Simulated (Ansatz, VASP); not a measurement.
Two plane-wave programs on Ir

Contents of INCAR:

```
PREC = Accurate
ENCUT = 520
EDIFF = 1E-7
ISMEAR = 0
SIGMA = 0.15
LREAL = F
LASPH = T
NELM = 100
ALGO = Normal
ISIF = 2
LWAVE = F
LCHARG = F
GGA = PE
NBANDS = 46
```

The input KPOINTS:

```
regular mesh
0
Gamma
  6 6 6
```

File POSCAR:

```
Ir
1.0
    1.3756889473     -2.3827631521      4.4622900000
    1.3756889473     -2.3827631521     -4.4622900000
    2.7513778946      4.7655263042      0.0000000000
Ir
8
Direct
   -0.1052615569      0.2315447406      0.2804922251
    0.5223415027      0.8005365544      0.2893436636
    0.1872755828      0.3865430863      0.9155914558
    0.4688455041      0.7271753140      0.8594439181
    0.5622745355      0.2735349707      0.1941099293
    0.9730175155      0.7264825668      0.1872540774
    0.4827530840      0.2557938473      0.6622407402
    0.9087538322      0.5983889198      0.6115239905
```

Input for Ansatz:

```yaml
crystal:
  lattice:
    - [1.3756889473, -2.3827631521, 4.46229]
    - [1.3756889473, -2.3827631521, -4.46229]
    - [2.7513778946, 4.7655263042, 0.0]
  atoms:
    - { symbol: Ir, position: [-0.1052615569, 0.2315447406, 0.2804922251] }
    - { symbol: Ir, position: [0.5223415027, 0.8005365544, 0.2893436636] }
    - { symbol: Ir, position: [0.1872755828, 0.3865430863, 0.9155914558] }
    - { symbol: Ir, position: [0.4688455041, 0.727175314, 0.8594439181] }
    - { symbol: Ir, position: [0.5622745355, 0.2735349707, 0.1941099293] }
    - { symbol: Ir, position: [0.9730175155, 0.7264825668, 0.1872540774] }
    - { symbol: Ir, position: [0.482753084, 0.2557938473, 0.6622407402] }
    - { symbol: Ir, position: [0.9087538322, 0.5983889198, 0.6115239905] }
basis:
  ecutwfc: 420
kpoints:
  mp_grid: { grid: [6, 6, 6] }
hamiltonian:
  xc: pbe
scf:
  occupations: { method: gaussian, width: 0.15 }
output:
  forces: true
  stress: true
  eigenvalues: true
```

Change from the starting cell: all atoms moved at random (sigma 0.3 Å a component).

Alike in both runs: task single point; functional PBE; k mesh 6 × 6 × 6; occupations gaussian, width 0.15 eV; no spin polarisation.

|  | VASP | Ansatz |
| --- | --- | --- |
| version | VASP 6.6.1 | Ansatz 0.2.0 |
| potentials or method | VASP PAW PBE potentials, release 64 (Ir) | scalar-relativistic, plane waves, PAW |
| plane-wave cutoff (eV) | 520 | 420 |
| valence electrons in the cell | 72 | 136 |

|  | VASP | Ansatz | Ansatz less VASP |
| --- | --- | --- | --- |
| gap on the k mesh at the Fermi level (eV) | none | none | - |
| rms of the force components (eV/Å) | 16.258 | 18.370 | +2.1115 |

Atom by atom the forces differ by 2.320 eV/Å (rms over components). A gap of «none» marks a metal or a gap that the smearing closes. The two sets of potentials don't hold the same shells in valence.

Caveats: forces of over 1 eV/Å show positions far from the minimum, so gaps and moduli don't describe the material at rest. Spin-orbit coupling is left out, which matters for the levels of Ir.
